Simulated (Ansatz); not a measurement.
Born–Oppenheimer molecular dynamics of a periodic cell of 16 atoms, LiCl (start crystal LiCl, start structure Fm-3m, volume 1.15 times the crystal's). It goes on from the last frame of an earlier run, with new velocities.

Theory: DFT PBE, scalar-relativistic, plane waves, PAW in Ansatz. Settings: accuracy low, cutoff 420 eV, k mesh 2x2x2, fermi-dirac smearing 0.16 eV, no spin polarisation.

- ensemble: NVT, Langevin thermostat
- time step: 1 fs
- steps asked: 300
- set temperature: 1080 K
- friction: 0.01 /fs
- seed: 265190

Frames 10 fs apart, positions in Å, forces in eV/Å.

Velocities at 110.0 fs (Å/ps):

```
Li -1.85 1.21 0.74
Cl -0.06 0.97 -4.57
Li -2.92 -2.28 -2.35
Cl 1.52 2.89 6.55
Li 0.83 -10.76 15.77
Cl -7.54 -5.42 -1.37
Li 7.56 -11.80 1.46
Cl 11.13 2.48 0.24
Li 17.61 -11.48 5.62
Cl -5.83 1.89 2.54
Li 15.14 -8.40 -22.31
Cl -4.58 2.28 -9.25
Li 2.24 9.48 22.11
Cl -8.36 3.42 0.34
Li -20.46 -2.05 -0.63
Cl -6.96 4.22 3.78
```

```xyz
16
Lattice="0.0000 5.3267 5.3267 5.3267 0.0000 5.3267 5.3267 5.3267 0.0000" Properties=species:S:1:pos:R:3:forces:R:3 time_fs=110.0 energy_less_start_eV=-0.348 T=1042
Li 0.191 -0.015 0.270 -0.32 -0.18 0.64
Cl 2.472 3.141 2.893 -0.48 0.51 0.04
Li 2.946 3.234 -0.032 0.24 0.29 0.32
Cl 5.360 5.821 2.852 -0.06 -0.29 -0.09
Li 2.475 0.988 2.704 0.02 -0.84 0.36
Cl 4.969 3.490 5.444 0.49 -0.70 0.72
Li 5.548 3.175 3.370 0.12 -0.18 -0.81
Cl 8.095 5.621 5.722 -0.65 -0.01 0.96
Li 0.033 2.627 2.263 -0.12 0.38 0.19
Cl 2.509 5.282 5.806 -0.38 0.93 -0.27
Li 2.755 5.564 2.898 0.13 0.17 -0.25
Cl 5.319 7.824 6.261 -0.25 0.43 -0.46
Li 2.390 2.949 5.659 0.03 -0.47 0.07
Cl 4.752 5.763 8.941 0.88 0.00 -1.59
Li 4.784 5.455 6.480 0.29 0.55 0.09
Cl 7.983 8.378 8.380 0.05 -0.59 0.09
16
Lattice="0.0000 5.3267 5.3267 5.3267 0.0000 5.3267 5.3267 5.3267 0.0000" Properties=species:S:1:pos:R:3:forces:R:3 time_fs=120.0 energy_less_start_eV=-0.372 T=1249
Li 0.167 -0.026 0.361 -0.50 -0.15 0.15
Cl 2.485 3.146 2.830 -0.49 0.10 -0.05
Li 2.930 3.216 -0.041 0.26 0.24 0.52
Cl 5.375 5.824 2.925 -0.17 -0.70 0.06
Li 2.484 0.837 2.860 -0.05 -0.28 0.34
Cl 4.885 3.422 5.450 0.60 -0.38 0.73
Li 5.623 3.038 3.341 -0.29 -0.22 -0.45
Cl 8.190 5.644 5.719 -0.89 -0.02 0.92
Li 0.203 2.516 2.324 -0.04 1.02 -0.17
Cl 2.442 5.315 5.840 -0.43 0.87 -0.26
Li 2.947 5.527 2.638 -0.01 0.01 0.17
Cl 5.271 7.854 6.170 -0.06 0.38 -0.35
Li 2.469 3.003 5.864 -0.03 -0.46 -0.04
Cl 4.676 5.791 8.915 1.33 -0.06 -1.54
Li 4.585 5.520 6.476 0.62 0.21 0.04
Cl 7.915 8.398 8.410 0.16 -0.55 -0.08
16
Lattice="0.0000 5.3267 5.3267 5.3267 0.0000 5.3267 5.3267 5.3267 0.0000" Properties=species:S:1:pos:R:3:forces:R:3 time_fs=130.0 energy_less_start_eV=-0.244 T=1030
Li 0.117 -0.067 0.505 -0.38 -0.02 -0.17
Cl 2.506 3.136 2.749 -0.23 0.00 0.05
Li 3.009 3.216 -0.079 0.14 0.15 0.79
Cl 5.356 5.788 2.976 -0.07 -0.53 0.15
Li 2.457 0.636 3.058 -0.23 0.01 0.13
Cl 4.798 3.337 5.513 0.83 -0.13 0.44
Li 5.718 2.892 3.201 -0.96 -0.19 0.14
Cl 8.247 5.670 5.763 -0.98 0.03 -0.23
Li 0.394 2.485 2.366 -0.22 0.90 -0.38
Cl 2.385 5.375 5.866 -0.36 0.59 -0.21
Li 3.125 5.545 2.461 -0.19 -0.28 1.30
Cl 5.229 7.887 6.097 0.21 0.42 -0.31
Li 2.531 3.001 5.997 -0.02 -0.19 -0.19
Cl 4.633 5.792 8.848 1.54 -0.11 -1.00
Li 4.494 5.681 6.568 0.53 -0.21 -0.25
Cl 7.880 8.408 8.444 0.38 -0.43 -0.26
16
Lattice="0.0000 5.3267 5.3267 5.3267 0.0000 5.3267 5.3267 5.3267 0.0000" Properties=species:S:1:pos:R:3:forces:R:3 time_fs=140.0 energy_less_start_eV=-0.117 T=1032
Li 0.039 -0.130 0.656 0.11 0.14 -0.35
Cl 2.503 3.104 2.664 0.77 0.37 0.27
Li 3.051 3.255 -0.016 -0.15 -0.09 0.52
Cl 5.331 5.739 3.008 0.22 -0.09 0.23
Li 2.402 0.518 3.317 -0.09 -0.03 -0.14
Cl 4.774 3.261 5.569 0.79 0.08 0.38
Li 5.705 2.735 3.029 -0.87 -0.15 0.47
Cl 8.264 5.694 5.776 -1.01 0.02 -0.46
Li 0.551 2.543 2.429 -1.25 0.17 -0.54
Cl 2.346 5.502 5.895 -0.19 0.15 -0.17
Li 3.230 5.485 2.442 -0.49 -0.34 1.51
Cl 5.222 7.908 6.026 0.40 0.44 -0.31
Li 2.584 2.942 6.126 0.01 0.18 -0.29
Cl 4.644 5.793 8.799 1.41 -0.12 -0.38
Li 4.521 5.771 6.658 0.02 -0.44 -0.77
Cl 7.856 8.393 8.463 0.33 -0.28 0.03
16
Lattice="0.0000 5.3267 5.3267 5.3267 0.0000 5.3267 5.3267 5.3267 0.0000" Properties=species:S:1:pos:R:3:forces:R:3 time_fs=150.0 energy_less_start_eV=-0.297 T=1147
Li -0.024 -0.146 0.773 0.45 0.17 -0.50
Cl 2.511 3.067 2.615 1.29 0.61 0.42
Li 3.076 3.344 0.060 -0.28 -0.42 0.30
Cl 5.321 5.669 3.034 0.15 0.15 0.27
Li 2.389 0.393 3.550 -0.03 0.00 -0.62
Cl 4.797 3.186 5.619 0.63 0.29 0.30
Li 5.553 2.644 2.919 -0.32 0.05 0.59
Cl 8.231 5.710 5.768 -0.65 -0.03 0.34
Li 0.578 2.615 2.372 -1.59 -0.27 -0.44
Cl 2.302 5.652 5.915 0.05 -0.19 -0.22
Li 3.188 5.395 2.558 -0.56 -0.21 0.93
Cl 5.245 7.939 5.934 0.40 0.35 -0.24
Li 2.666 2.883 6.266 -0.10 0.31 -0.45
Cl 4.720 5.778 8.731 0.95 -0.19 0.10
Li 4.605 5.752 6.628 -0.35 -0.40 -1.04
Cl 7.827 8.371 8.496 -0.03 -0.20 0.28
16
Lattice="0.0000 5.3267 5.3267 5.3267 0.0000 5.3267 5.3267 5.3267 0.0000" Properties=species:S:1:pos:R:3:forces:R:3 time_fs=160.0 energy_less_start_eV=-0.716 T=1388
Li -0.040 -0.129 0.803 0.41 0.07 -0.49
Cl 2.567 3.050 2.567 0.36 0.33 0.44
Li 3.125 3.426 0.167 -0.24 -0.60 0.08
Cl 5.326 5.615 3.049 -0.25 0.15 0.25
Li 2.392 0.243 3.635 -0.02 -0.01 -1.00
Cl 4.837 3.101 5.678 0.35 0.63 -0.53
Li 5.362 2.653 2.982 -0.03 0.12 0.19
Cl 8.164 5.750 5.755 -0.31 -0.09 1.01
Li 0.471 2.687 2.208 -0.19 -0.39 0.59
Cl 2.260 5.777 5.903 0.31 -0.45 -0.36
Li 3.003 5.282 2.827 -0.17 0.21 0.38
Cl 5.293 7.988 5.845 0.33 0.23 0.06
Li 2.761 2.848 6.314 -0.57 0.19 -0.24
Cl 4.824 5.737 8.659 0.52 -0.29 -0.13
Li 4.698 5.590 6.450 -0.36 0.01 -0.53
Cl 7.814 8.357 8.544 -0.14 -0.11 0.27
16
Lattice="0.0000 5.3267 5.3267 5.3267 0.0000 5.3267 5.3267 5.3267 0.0000" Properties=species:S:1:pos:R:3:forces:R:3 time_fs=170.0 energy_less_start_eV=-0.550 T=1050
Li -0.005 -0.106 0.772 0.17 -0.05 -0.37
Cl 2.646 3.047 2.510 -0.20 0.23 0.65
Li 3.165 3.371 0.253 -0.18 -0.37 -0.19
Cl 5.330 5.587 3.061 -0.45 0.11 0.19
Li 2.369 0.118 3.607 0.07 -0.03 -0.83
Cl 4.891 3.045 5.707 -0.25 0.90 -2.11
Li 5.162 2.711 3.145 0.15 0.03 -0.16
Cl 8.070 5.814 5.725 -0.08 -0.32 0.85
Li 0.342 2.743 2.123 0.98 -0.58 2.37
Cl 2.249 5.882 5.881 0.50 -0.67 -0.54
Li 2.783 5.228 3.114 -0.04 0.48 0.21
Cl 5.359 8.020 5.781 0.22 0.28 0.12
Li 2.809 2.870 6.263 -0.94 -0.02 0.01
Cl 4.931 5.695 8.602 0.33 -0.32 -0.33
Li 4.789 5.492 6.250 -0.20 0.37 -0.10
Cl 7.811 8.340 8.538 -0.07 -0.04 0.22
16
Lattice="0.0000 5.3267 5.3267 5.3267 0.0000 5.3267 5.3267 5.3267 0.0000" Properties=species:S:1:pos:R:3:forces:R:3 time_fs=180.0 energy_less_start_eV=-0.807 T=1174
Li 0.006 -0.151 0.681 -0.01 0.04 -0.25
Cl 2.723 3.067 2.472 -0.40 0.20 0.93
Li 3.234 3.257 0.295 -0.35 -0.13 -0.49
Cl 5.317 5.571 3.058 -0.48 0.14 0.09
Li 2.308 -0.020 3.464 0.25 0.16 -0.20
Cl 4.985 3.034 5.686 -0.32 0.68 -0.95
Li 4.974 2.809 3.333 0.33 -0.22 -0.34
Cl 7.981 5.874 5.690 0.13 -0.56 0.26
Li 0.346 2.713 2.260 0.44 -0.30 1.43
Cl 2.244 5.923 5.836 0.59 -0.76 -0.49
Li 2.586 5.201 3.305 -0.20 0.55 0.03
Cl 5.411 8.039 5.747 0.21 0.34 -0.06
Li 2.779 2.854 6.230 -0.58 -0.14 0.05
Cl 5.042 5.680 8.533 0.20 -0.31 -0.31
Li 4.770 5.468 6.006 0.07 0.40 0.17
Cl 7.781 8.329 8.538 0.10 -0.09 0.12
16
Lattice="0.0000 5.3267 5.3267 5.3267 0.0000 5.3267 5.3267 5.3267 0.0000" Properties=species:S:1:pos:R:3:forces:R:3 time_fs=190.0 energy_less_start_eV=-0.726 T=1222
Li 0.032 -0.234 0.597 -0.16 0.26 -0.22
Cl 2.831 3.094 2.441 -0.92 0.12 1.09
Li 3.227 3.117 0.300 -0.44 -0.03 -0.71
Cl 5.269 5.552 3.067 -0.33 0.26 0.00
Li 2.269 -0.148 3.334 0.28 0.63 0.16
Cl 5.061 3.055 5.616 -0.34 0.38 0.67
Li 4.837 2.889 3.431 0.61 -0.44 -0.49
Cl 7.889 5.903 5.662 0.30 -0.71 -0.13
Li 0.355 2.636 2.533 -0.01 0.08 0.19
Cl 2.256 5.937 5.775 0.58 -0.73 -0.25
Li 2.455 5.152 3.447 -0.35 0.53 -0.22
Cl 5.429 8.062 5.737 0.23 0.30 -0.33
Li 2.682 2.778 6.216 -0.15 -0.09 0.06
Cl 5.172 5.647 8.477 0.09 -0.36 -0.13
Li 4.744 5.446 5.737 0.29 0.27 0.29
Cl 7.732 8.347 8.532 0.30 -0.47 0.02
16
Lattice="0.0000 5.3267 5.3267 5.3267 0.0000 5.3267 5.3267 5.3267 0.0000" Properties=species:S:1:pos:R:3:forces:R:3 time_fs=200.0 energy_less_start_eV=-0.363 T=1014
Li 0.052 -0.299 0.514 -0.25 0.53 -0.15
Cl 2.942 3.116 2.423 -1.23 0.15 0.87
Li 3.194 2.961 0.197 -0.49 0.04 -0.29
Cl 5.210 5.543 3.103 -0.13 0.46 -0.25
Li 2.224 -0.173 3.262 0.24 0.82 0.27
Cl 5.119 3.077 5.542 -0.44 0.22 1.51
Li 4.852 2.898 3.482 0.56 -0.48 -0.85
Cl 7.761 5.900 5.636 0.45 -1.02 -0.42
Li 0.310 2.631 2.776 0.02 0.21 -0.11
Cl 2.272 5.953 5.700 0.53 -0.60 0.33
Li 2.324 5.168 3.609 -0.23 0.14 -0.79
Cl 5.455 8.090 5.736 0.08 0.21 -0.58
Li 2.554 2.647 6.197 0.14 0.24 0.14
Cl 5.287 5.602 8.437 -0.09 -0.45 0.08
Li 4.787 5.455 5.527 0.39 0.08 0.37
Cl 7.687 8.353 8.523 0.44 -0.57 -0.11
16
Lattice="0.0000 5.3267 5.3267 5.3267 0.0000 5.3267 5.3267 5.3267 0.0000" Properties=species:S:1:pos:R:3:forces:R:3 time_fs=210.0 energy_less_start_eV=-0.124 T=785
Li 0.012 -0.237 0.464 -0.25 0.58 -0.17
Cl 2.987 3.156 2.442 -1.26 0.00 0.55
Li 3.122 2.840 0.092 -0.41 0.22 0.16
Cl 5.168 5.547 3.171 -0.06 0.63 -0.79
Li 2.146 -0.130 3.204 0.32 0.53 0.26
Cl 5.171 3.038 5.522 -0.58 0.16 1.24
Li 4.947 2.913 3.399 0.51 -0.39 -0.43
Cl 7.630 5.860 5.587 0.54 -1.41 -0.57
Li 0.311 2.675 3.012 0.03 0.25 -0.25
Cl 2.299 5.954 5.637 0.49 -0.44 1.06
Li 2.219 5.190 3.684 0.01 -0.20 -1.31
Cl 5.486 8.140 5.750 -0.28 0.31 -0.68
Li 2.450 2.508 6.150 0.43 0.78 0.36
Cl 5.351 5.556 8.408 -0.33 -0.45 0.18
Li 4.861 5.535 5.397 0.37 -0.25 0.72
Cl 7.661 8.345 8.516 0.47 -0.31 -0.34
16
Lattice="0.0000 5.3267 5.3267 5.3267 0.0000 5.3267 5.3267 5.3267 0.0000" Properties=species:S:1:pos:R:3:forces:R:3 time_fs=220.0 energy_less_start_eV=-0.236 T=760
Li -0.019 -0.117 0.437 -0.13 0.51 -0.18
Cl 3.005 3.208 2.477 -1.17 -0.25 0.36
Li 3.081 2.762 0.070 -0.42 0.34 0.24
Cl 5.119 5.566 3.221 -0.07 0.72 -1.07
Li 2.076 0.017 3.277 0.39 -0.02 -0.08
Cl 5.177 2.963 5.545 -0.68 0.05 0.65
Li 5.069 2.936 3.245 0.44 -0.29 0.20
Cl 7.532 5.796 5.505 0.61 -1.10 -0.19
Li 0.317 2.736 3.232 -0.02 0.20 -0.38
Cl 2.320 5.937 5.597 0.48 -0.57 0.88
Li 2.158 5.162 3.586 0.45 -0.06 -0.75
Cl 5.499 8.183 5.751 -0.40 0.41 -0.61
Li 2.432 2.428 6.154 0.57 0.81 0.40
Cl 5.402 5.514 8.387 -0.74 -0.36 0.08
Li 4.904 5.568 5.397 0.24 -0.42 0.87
Cl 7.624 8.364 8.509 0.46 0.03 -0.41
```

Of the whole run (300 fs, mean temperature of the second half 1050 K): A run of 0.3 ps of so small a system gives no equilibrium averages. Limits of this set-up: low accuracy level.

The run took 10 min on 1 CPU thread of a shared host.
